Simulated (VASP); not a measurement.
A run of VASP 6.6.1:

Contents of INCAR:

```
SYSTEM = Cu
ALGO = Normal
EDIFF = 1E-7
EDIFFG = -0.01
ENCUT = 600
GGA = PE
IBRION = 2
ISIF = 2
ISMEAR = 1
LASPH = .True.
LCHARG = .False.
LREAL = .False.
LWAVE = .False.
NELM = 80
NSW = 40
PREC = Accurate
SIGMA = 0.1
```

File KPOINTS:

```
k-points
0
Gamma
  18 18 18
  0 0 0
```

Contents of POSCAR:

```
Cu                                      
1.0
    0.0000000000      1.8178591655      1.8178591655
    1.8178591655      0.0000000000      1.8178591655
    1.8178591655      1.8178591655      0.0000000000
  Cu            
     1
Direct
     0.0000000000000000    0.0000000000000000    0.0000000000000000
```

Potentials or basis: VASP PAW PBE potentials, release 64 (Cu).

Command:

```console
$ cat potpaw_PBE.64/Cu/POTCAR > POTCAR
$ mpirun -np 1 vasp_std > vasp.out
```

Hardware: 1 thread of Intel(R) Xeon(R) 6975P-C (Granite Rapids), on a shared host.

Q: How long does it take, and how much memory?

A: It took 8.5 s on 1 thread of Intel(R) Xeon(R) 6975P-C (Granite Rapids), with other jobs on the host, peak memory 0.15 GiB. Counts: scf iterations 12, k points 195, ion steps 1.
